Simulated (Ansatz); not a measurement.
# Stack of Ta2NOS MXene under honeycomb BP, shifted by a third of the diagonal in a perpendicular field, part 3 of 3

Aim: how the stack of Ta2NOS MXene under honeycomb BP, shifted by a third of the diagonal screens a field along its normal, and what the field does to its bands. A positive field points along +c.

Ansatz 0.2.0; plane-wave DFT, PBE-D3(BJ), Ansatz PAW.

So far. Step 7 (Atoms held, field 0.2 V/Å): The dipole is 0.0995 e·Å. Step 8 (Single point, field 0.3 V/Å): The dipole is 0.149 e·Å.

## 9. Response, atoms held

This step: plane-wave DFT, PBE-D3(BJ), Ansatz PAW; response to a field along the normal, atoms held (Ansatz 0.2.0).

The dipoles give the slope, and the difference of two potentials shows where the field is screened.

This step gave:

* equivalent conductor thickness p/(ε₀AE): 9.833 Å
* distance between the outer atoms: 8.213 Å

Dipole of the cell against applied field:

| applied field (V/Å) | dipole of the cell (e·Å) |
| --- | --- |
| -0.050 | -0.0224 |
| 0.000 | 9.0e-4 |
| 0.050 | 0.0250 |
| 0.100 | 0.0497 |
| 0.200 | 0.0995 |
| 0.300 | 0.149 |

Local field over the applied field, running mean. From the potentials at -0.05 and 0.05 V/Å; running mean over 2.5 Å. Local field over applied field against z:

| z (Å) | local field over applied field |
| --- | --- |
| 5 | 0.997 |
| 6 | 0.974 |
| 7 | 0.827 |
| 8 | 0.494 |
| 9 | 0.169 |
| 10 | 0.0413 |
| 11 | 0.0221 |
| 12 | 0.0158 |
| 13 | 0.0513 |
| 14 | 0.171 |
| 15 | 0.280 |
| 16 | 0.233 |
| 17 | 0.125 |
| 18 | 0.314 |
| 19 | 0.669 |
| 20 | 0.932 |
| 21 | 0.992 |
| 22 | 0.999 |

Electrons, planar mean, per unit field. The induced electron density by z:

z (Å), induced electron density (e/Å³ per V/Å) and a bar from the least value:
```
      4.5    0.00000 ###############
      5.0    0.00001 ###############
      5.5    0.00004 ###############
      6.0    0.00012 ################
      6.5    0.00035 #################
      7.0    0.00095 ###################
      7.5    0.00229 ########################
      8.0    0.00372 ##############################
      8.5    0.00227 ########################
      9.0    0.00092 ###################
      9.5    0.00040 #################
     10.0   -0.00085 ############
     10.5    0.00062 ##################
     11.0    0.00027 ################
     11.5    0.00005 ################
     12.0   -0.00024 ##############
     12.5   -0.00020 ###############
     13.0    0.00002 ###############
     13.5   -0.00048 #############
     14.0   -0.00107 ###########
     14.5   -0.00175 ########
     15.0   -0.00088 ############
     15.5    0.00082 ###################
     16.0    0.00207 #######################
     16.5    0.00116 ####################
     17.0   -0.00023 ##############
     17.5    0.00035 #################
     18.0   -0.00315 ###
     18.5   -0.00389 
     19.0   -0.00220 #######
     19.5   -0.00091 ############
     20.0   -0.00033 ##############
     20.5   -0.00011 ###############
     21.0   -0.00003 ###############
     21.5   -0.00001 ###############
     22.0    0.00000 ###############
```

By hand: between -0.05 and 0.05 V/Å the dipole changes by 0.04739 e·Å, a slope of 0.4739 e·Å²/V. A perfect conductor of thickness t has p = ε₀AEt, so t = 180.95 × 0.4739 / 8.842 = 9.70 Å (e/ε₀ = 180.95 V·Å, A in Å²).

The induced dipole is that of a conductor 9.83 Å thick.

## 10. The same run with other settings

This step: plane-wave DFT, PBE-D3(BJ), Ansatz PAW (Ansatz 0.2.0).

A run with a changed input: it repeats the earlier run at 0.05 V/Å with kpoints.mp_grid.shift to [0.5, 0.5, 0.0], crystal.symmetry to detect: false and scf.mixing.preconditioner to kerker.

File input.yaml:

```yaml
crystal:
  lattice:
    - [3.1953680145, 0.0, 0.0]
    - [-1.5976840072, 2.767269875, 0.0]
    - [0.0, 0.0, 26.2132015973]
  atoms:
    - { symbol: S, position: [0.3333333333, 0.6666666667, 0.3433384498] }
    - { symbol: Ta, position: [0.6666666667, 0.3333333333, 0.4051478756] }
    - { symbol: "N", position: [0.0, 0.0, 0.4523132762] }
    - { symbol: Ta, position: [0.3333333333, 0.6666666667, 0.4946222942] }
    - { symbol: O, position: [0.6666666667, 0.3333333333, 0.5345038963] }
    - { symbol: P, position: [0.0, 0.0, 0.6566615502] }
    - { symbol: B, position: [0.6666666667, 0.3333333333, 0.6566026346] }
  symmetry: { detect: false }
kpoints:
  mp_grid: { grid: [18, 18, 1], shift: [0.5, 0.5, 0.0] }
  band_path:
    path: [[0, 0, 0], [0.5, 0, 0], [0.33333333, 0.33333333, 0], [0, 0, 0]]
    npoints: 16
hamiltonian:
  xc: pbe
  dispersion: d3bj
scf:
  occupations: { method: fermi_dirac, width: 0.02585 }
  convergence: { dr2_threshold: 1.0e-10 }
  mixing: { preconditioner: kerker }
efield:
  axis: 3
  dipole_correction: true
  ramp_position: 0.97
  ramp_width: 0.06
  amplitude: 0.05
output:
  write_potential: true
  write_density: true
  volumetric_format: npy
```

The run is started by

```
> ansatz run input.yaml --threads 4 --pin off --max-ram 6144MiB --backend cpu --events-out ev --progress --plain --runs-dir out
```

Numbers of over 12 decimals in the logs are rounded to 6 here.

What it wrote:

```text
[...]
Crystal: 7 atoms, lattice volume = 231.789 Å³
Basis set: ecut = 420 eV, 4563 PW (Γ)
Bands: 33, of which v1, the nominal top of the filled ones, is band 26 counted from 1 (25 counted from 0)
Symmetry: 1 space group operations
k-points: 162 of 324 (time reversal used)
[...]
SCF iter   1: F=—  HF=-22640.707540 eV  |F-HF|=—  |Δ(HF+E_count)|=         —  Δρ=7.70e-2  dr2=1.66e1  ethr=3.10e-3  p=0.026 e·Å  D=2.05e-2 V/Å  ΔV_dip=-0.54 eV  dr2_dipole=1.73e-3  V_vac-E_F(+/−)=6.66/6.00 eV  ⟨swp⟩=9.8  Hψ=30287  notcnv=0
[...]
SCF iter  63: F=-22636.133508 eV  HF=-22636.133508 eV  |F-HF|=1.21e-8  |Δ(HF+E_count)|=   1.67e-9  Δρ=9.52e-8  dr2=6.78e-11  ethr=1.00e-12  p=0.025 e·Å  D=1.91e-2 V/Å  ΔV_dip=-0.50 eV  dr2_dipole=1.59e-11  V_vac-E_F(+/−)=5.42/4.72 eV  ⟨swp⟩=12.5  Hψ=18663  notcnv=0
SCF 1 converged in 63 iterations: F = -22636.133508 eV  dr2 = 6.78e-11
[...]
SCF converged after 63 iterations
Stability not checked: this state was not tested for a lower state beside it, because the mixer in use, unlike msr1, does not test its closes by its own steps (another_mixer; see scf.mixing.algorithm and scf.lower_state_search)
Free energy (F): -22636.133508 eV
[...]
Internal energy: -22636.129811 eV  (E = F + TS)
E sigma→0 (E₀):  -22636.131659 eV
Entropy (-TS):   -0.003697 eV (-0.528 meV/atom)
Fermi energy:    2.128235 eV
Dipole field:    D = 0.019145 V/Å  (p = 0.024524 e·Å, saw-weighted, corrected)
Work function:   not extracted (applied field tilts the vacuum); planar V_es + V_field profile in the machine report
[...]
--- Band table (eV; the first three rows and the last of 162) ---
  k-point 0: bands = [... 22 lower, 0.3022, 0.3818, 1.0797, 1.0996, 1.6024, 3.1002, 3.5751, 3.6088, ... 3 higher]
  k-point 1: bands = [... 22 lower, 0.0674, 0.1542, 0.9452, 1.4195, 1.9038, 3.1992, 3.6904, 3.7557, ... 3 higher]
  k-point 2: bands = [... 22 lower, -0.1777, -0.0978, 0.6453, 1.7465, 2.2487, 3.3096, 3.9067, 4.0448, ... 3 higher]
  k-point 161: bands = [... 22 lower, -0.5106, -0.1865, 0.9525, 3.1544, 3.5310, 3.7784, 3.8535, 5.0804, ... 3 higher]
```

Run time: 96 s. Hardware: 4 threads of Intel Xeon Platinum 8375C at 2.90GHz (Ice Lake), shared host; peak memory 1.5 GiB; 6.3 min of CPU time.

This step gave:

* energy at zero smearing: -22636.1317 eV
* dipole along the normal: 0.02452 e·Å

Deep bands are left out, so band numbers here count from the lowest band kept and differ from the log's. The electronic bands at the labelled points (eV, zero at the Fermi level; # counts the bands kept):

| point | #10 | #11 | #12 | #13 | #14 | #15 | #16 | #17 |
| --- | --- | --- | --- | --- | --- | --- | --- | --- |
| Γ | -1.68 | -1.66 | -1.66 | -1.17 | -1.17 | -0.61 | 0.95 | 1.42 |
| halfway | -3.05 | -2.88 | -2.34 | -2.02 | 0.32 | 0.52 | 1.26 | 2.41 |
| M | -3.52 | -2.51 | -2.45 | -1.04 | 0.99 | 1.39 | 1.60 | 1.73 |
| halfway | -4.11 | -3.35 | -1.47 | -0.70 | 0.88 | 1.17 | 1.45 | 1.73 |
| K | -4.41 | -3.88 | -0.44 | -0.04 | 0.29 | 0.47 | 0.98 | 2.22 |
| halfway | -3.62 | -2.88 | -2.77 | -1.04 | -0.80 | 1.39 | 1.84 | 2.01 |
| Γ | -1.68 | -1.66 | -1.66 | -1.17 | -1.17 | -0.61 | 0.95 | 1.42 |

| quantity | this run | earlier run | difference |
| --- | --- | --- | --- |
| dipole along the normal (e·Å) | 0.02452 | 0.02502 | -5.0e-4 |

It moves by -0.000499 e·Å.

Of the bands kept, 2 cross the Fermi level on this path.

## 11. Varying the input: kpoints.mp_grid.shift = [0.5, 0.5, 0.0]

Another changed input: it repeats the earlier run at 0.05 V/Å with kpoints.mp_grid.shift to [0.5, 0.5, 0.0].

Changes to input.yaml since step 10:

```diff
@@ -13,3 +13,2 @@
     - { symbol: B, position: [0.6666666667, 0.3333333333, 0.6566026346] }
-  symmetry: { detect: false }
 kpoints:
@@ -25,3 +24,2 @@
   convergence: { dr2_threshold: 1.0e-10 }
-  mixing: { preconditioner: kerker }
 efield:
```

What it wrote:

```text
Warning: crystal.symmetry: narrowed to the stabiliser of the k-point mesh — unitary ops 6 → 2; excluded 4 operations that carry a point of the 18×18×1 mesh (shift [0.5, 0.5, 0]) off the mesh (the run samples exactly the mesh kpoints.mp_grid names, as under crystal.symmetry.detect: false, and its converged state has the mesh's symmetry, not the crystal's; ε∞, the Born charges and the force constants of a linear response (`dielectric:` by the response, `phonons.method: dfpt`) are averaged over those of the crystal's operations that the state keeps within a tolerance, where `mesh_tensors`, `unaveraged_element` or `gamma_mean_max_change_ev_ang2` stands beside them; [rest of the remark cut]
[...]
Crystal: 7 atoms, lattice volume = 231.789 Å³
Basis set: ecut = 420 eV, 4563 PW (Γ)
Bands: 33, of which v1, the nominal top of the filled ones, is band 26 counted from 1 (25 counted from 0)
Symmetry: 2 space group operations
k-points: 90 of 324 (time reversal used)
[...]
SCF iter   1: F=—  HF=-22640.707374 eV  |F-HF|=—  |Δ(HF+E_count)|=         —  Δρ=7.70e-2  dr2=1.66e1  ethr=3.10e-3  p=0.026 e·Å  D=2.05e-2 V/Å  ΔV_dip=-0.54 eV  dr2_dipole=1.73e-3  V_vac-E_F(+/−)=6.66/6.00 eV  ⟨swp⟩=9.7  Hψ=16824  notcnv=0
[...]
SCF iter  13: F=-22636.133508 eV  HF=-22636.133508 eV  |F-HF|=0.00e0  |Δ(HF+E_count)|=  1.64e-10  Δρ=7.39e-8  dr2=1.30e-11  ethr=1.00e-12  p=0.025 e·Å  D=1.91e-2 V/Å  ΔV_dip=-0.50 eV  dr2_dipole=2.27e-12  V_vac-E_F(+/−)=5.42/4.72 eV  ⟨swp⟩=13.8  Hψ=11339  notcnv=0
SCF 1 converged in 13 iterations: F = -22636.133508 eV  dr2 = 1.30e-11
[...]
SCF converged after 13 iterations
Free energy (F): -22636.133508 eV
[...]
Internal energy: -22636.129811 eV  (E = F + TS)
E sigma→0 (E₀):  -22636.131659 eV
Entropy (-TS):   -0.003697 eV (-0.528 meV/atom)
Fermi energy:    2.128230 eV
Dipole field:    D = 0.019141 V/Å  (p = 0.024518 e·Å, saw-weighted, corrected)
Work function:   not extracted (applied field tilts the vacuum); planar V_es + V_field profile in the machine report
[...]
--- Band table (eV; the first three rows and the last of 90) ---
  k-point 0: bands = [... 22 lower, 0.3022, 0.3818, 1.0797, 1.0996, 1.6024, 3.1002, 3.5751, 3.6088, ... 3 higher]
  k-point 1: bands = [... 22 lower, 0.0674, 0.1541, 0.9452, 1.4195, 1.9038, 3.1992, 3.6904, 3.7557, ... 3 higher]
  k-point 2: bands = [... 22 lower, -0.1777, -0.0978, 0.6453, 1.7465, 2.2487, 3.3096, 3.9067, 4.0448, ... 3 higher]
  k-point 89: bands = [... 22 lower, -0.3829, -0.3170, 1.0194, 3.1251, 3.5484, 3.7660, 3.8313, 4.9995, ... 3 higher]
```

It took 26 s on 4 threads; peak memory 1.1 GiB; 1.7 min of CPU time.

Deep bands are left out, so band numbers here count from the lowest band kept and differ from the log's. The electronic bands at the labelled points (eV, zero at the Fermi level; # counts the bands kept):

(Unchanged from step 10.)

| quantity | this run | earlier run | difference |
| --- | --- | --- | --- |
| dipole along the normal (e·Å) | 0.02452 | 0.02502 | -5.0e-4 |

It moves by -0.000504 e·Å.

Of the bands kept, 2 cross the Fermi level on this path.

## 12. Outcome

```
gap without field                          : none
work function, upper face                  : 5.06 eV
equivalent conductor thickness, atoms held : 9.83 Å
```

**Reading.** The induced dipole equals that of a perfect conductor 9.83 Å thick, while the outer atoms lie 8.21 Å apart. There is no gap over 0.03 eV, with or without the field. The first relaxation ran with spin and lost its moment, and the later runs have none; other magnetic states were not tried. Spin-orbit coupling is left out, which matters for the bands of elements this heavy. The MXene's terminations sit over the metal atoms of its far layer; the site over carbon or nitrogen, which some compounds prefer, was not run.

[Logs are printed without paths, hosts, clocks, repeated set-up lines and the standing remarks that a program may print on its own settings, such as how far it seeks lower states.]

[Hosts, paths, dates, database ids (printed as entryN), source tags and the programs' standing remarks are cut or masked in the printed files.]

[Maps of the electrostatic potential energy from Ansatz leave out the sawtooth potential of an applied field or a dipole correction, so their vacuum need not be flat; planar profiles and work functions include it.]
